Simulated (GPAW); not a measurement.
## ZrN: single point with PBE

The system is ZrN.

```
Zr N
1.0
     0.00000    2.30000    2.30000
     2.30000    0.00000    2.30000
     2.30000    2.30000    0.00000
Zr N
1 1
Cartesian
  2.3000 2.3000 2.3000
  0.0000 0.0000 0.0000
```

```yaml
Program: GPAW 26.7.0
Task: single point
Functional: PBE
Potentials_or_basis: GPAW PAW data sets (gpaw-data 1.2.1)
Cutoff: 800 eV
Basis: pw
k_mesh: 10 × 10 × 10
Occupations: gaussian, width 0.013 eV
Spin: no spin polarisation
Maxiter: 150
```

```
Pressure               : -2.8 GPa
Band gap on the k mesh : none (metal or under the smearing width)
```

Levels at points of the mesh, in eV from the Fermi level:
| k point | band 7 | band 8 | band 9 | band 10 | band 11 | band 12 |
| --- | --- | --- | --- | --- | --- | --- |
| (0.00, 0.00, 0.00) | -2.69 | -2.69 | -0.43 | -0.43 | -0.43 | 1.53 |
| (0.50, 0.50, 0.00) | -3.46 | -3.20 | -3.20 | 3.29 | 4.43 | 4.43 |
| (0.50, 0.50, 0.50) | -5.67 | -5.67 | 2.93 | 3.00 | 3.00 | 4.67 |

It took 26 s on 1 thread of Arm Neoverse V1 (shared host), peak memory 0.17 GiB.
